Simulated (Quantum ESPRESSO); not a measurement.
Runs of Quantum ESPRESSO 7.5 on P. Symmetry: Cmce, No. 64, orthorhombic system. Conventional cell: a = 3.295 Å, b = 10.930 Å, c = 4.544 Å, α = 90.00°, β = 90.00°, γ = 90.00°. Around P (site symmetry m) lie 3 P at 2.20 to 2.25 Å. 

```tsv
task	level	potentials or basis	cell	cutoff (eV)	SCF threshold	symmetry	form of the LDA correlation	gap on the mesh (eV)	pressure (GPa)	V0 of scaled cells (Å³/atom)	B0 (GPa)	largest force (eV/Å)
band structure	PBEsol	GBRV 1.5 PBEsol	as given	612	8e-10 Ry	-	-	0.01	-0.6	-	-	0.30
single point	PBEsol	GBRV 1.5 PBEsol	atoms moved at random, drawn with an rms of 0.05 Å	612	8e-10 Ry	-	-	0.24	1.3	-	-	1.41
band structure	r2SCAN	SG15 PBE 1.2	as given	599	1e-08 Ry	off	-	0.21	1.1	-	-	(b)
band structure	LDA	GBRV 1.5 LDA	as given	612	8e-10 Ry	-	PZ81	0.02	-2.1	-	-	0.21
equation of state	LDA	GBRV 1.5 LDA	as given	612	8e-10 Ry	-	PZ81	-	-	19.91	80	-
single point	PBEsol	GBRV 1.5 PBEsol	as given	612	8e-10 Ry	-	-	0.01	-0.6	-	-	0.30
equation of state	PBEsol	GBRV 1.5 PBEsol	as given	612	8e-10 Ry	-	-	-	-	(a)	76	-
```

Alike in all rows: no spin polarisation; k mesh 8 × 8 × 6; smearing fermi-dirac 0.05 eV.

Q: Estimate the missing entries.

A: (a) 20.29; (b) 0.23.

Caveats: some levels on the path didn't converge (some runs); the cell was scaled at fixed shape and fractional positions, which overstates the stiffness of a crystal with free parameters, most of all of layers and chains (some runs); the potentials were made for another functional, which shifts forces and pressure (some runs).

A k mesh can miss the band edges.
